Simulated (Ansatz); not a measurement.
**Ge: pressure against volume**

Ge, Fd-3m, a = 5.761 Å. Ansatz: PBE, PAW, 420 eV, Γ-centred 14×14×14 mesh on 2 atoms, Gaussian smearing 0.10 eV; no spin polarisation. Symmetry fixes shape and atoms, so the cell is only scaled; pressure is positive in compression.

| V (Å³/atom) | P (GPa) |
| --- | --- |
| 21.033 | 10.27 |
| 21.750 | ? |
| 22.467 | 4.24 |
| 23.184 | 1.94 |
| 23.901 | 0.01 |
| 24.618 | -1.61 |
| 25.335 | -2.96 |
| 26.291 | -4.43 |

**Question.** Take V0 = 23.901 Å³/atom, count pressures from its P0 = 0.01 GPa, fit the third-order Birch–Murnaghan form to the other rows, and predict the missing pressure.

**Answer.** With the Eulerian strain f = ½[(V0/V)^(2/3) − 1] and y = (P − P0)/[3f(1 + 2f)^(5/2)], the form is the line y = B0 + 1.5 B0 (B0′ − 4) f. Rows (f, y): 0.04448, 62.1; 0.02106, 60.4; 0.01026, 59.6; -0.00976, 58.1; -0.01905, 57.3; -0.03078, 56.4. Means f = 0.002702, y = 58.983; Σ(Δf)² = 0.003889, ΣΔfΔy = 0.2950; the slope is their ratio. y = 58.78 + 75.85 f GPa, so B0 = 58.8 GPa and B0′ = 4 + 2 × (75.85)/(3 × 58.78) = 4.86. At V = 21.750, f = 0.03244, y = 61.24 and P = 6.98 GPa. The run gave 6.98 GPa, the same to the digits shown.